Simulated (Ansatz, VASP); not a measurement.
# MgB in VASP and in Ansatz

INCAR

```
SYSTEM = MgB
PREC     = Accurate       ! precision mode
ENCUT    = 520            ! plane-wave cutoff, eV
EDIFF    = 1E-6           ! SCF threshold, eV
ISMEAR   = -1             ! smearing method
SIGMA    = 0.05           ! smearing width, eV
LREAL    = .False.        ! projectors in reciprocal space
LASPH    = .True.         ! aspherical terms in the spheres
NELM     = 80             ! most SCF steps
ALGO     = Normal         ! electronic algorithm
ISIF     = 2              ! what is computed and relaxed
LWAVE    = .False.        ! write WAVECAR
LCHARG   = .True.         ! write CHGCAR
GGA      = PE             ! functional
LELF     = .True.         ! ELF
LVHAR    = .True.       
NBANDS   = 10             ! bands
```

Contents of KPOINTS:

```
Automatic mesh
0
Gamma
  9 9 9
  0 0 0
```

POSCAR

```
MgB
1.0
    2.9332484480      0.0000000000      0.0000000000
    0.0000000000      2.9332484480      0.0000000000
    0.0000000000      0.0000000000      2.9332484480
Mg B
1 1
Direct
    0.0000000000      0.0000000000      0.0000000000
    0.5000000000      0.5000000000      0.5000000000
```

File input.yaml:

```yaml
crystal:
  lattice:
    - [2.933248448, 0.0, 0.0]
    - [0.0, 2.933248448, 0.0]
    - [0.0, 0.0, 2.933248448]
  atoms:
    - { symbol: Mg, position: [0.0, 0.0, 0.0] }
    - { symbol: B, position: [0.5, 0.5, 0.5] }
kpoints:
  mp_grid: { grid: [9, 9, 9] }
scf:
  occupations: { method: fermi_dirac, width: 0.05 }
hamiltonian:
  xc: pbe
  pseudopotentials: { kind: all_electron, lapw: { basis_error: 0.0005 } }
output:
  forces: true
  stress: true
  eigenvalues: true
```

Change from the starting cell: volume scaled by 1.04.

Alike in both runs: task single point; functional PBE; k mesh 9 × 9 × 9; occupations fermi-dirac, width 0.05 eV; no spin polarisation.

|  | VASP | Ansatz |
| --- | --- | --- |
| version | VASP 6.6.1 | Ansatz 0.2.0 |
| potentials or method | VASP PAW PBE potentials, release 64 (Mg, B) | all-electron LAPW, scalar-relativistic |
| plane-wave cutoff (eV) | 520 | see its input |

|  | VASP | Ansatz | Ansatz less VASP |
| --- | --- | --- | --- |
| gap on the k mesh at the Fermi level (eV) | none | none | - |
| pressure (GPa) | -3.1 | -2.9 | +0.20 |

A gap of «none» marks a metal or a gap that the smearing closes. Ansatz ran all-electron here, so the differences hold the error of VASP's frozen core and of both bases.
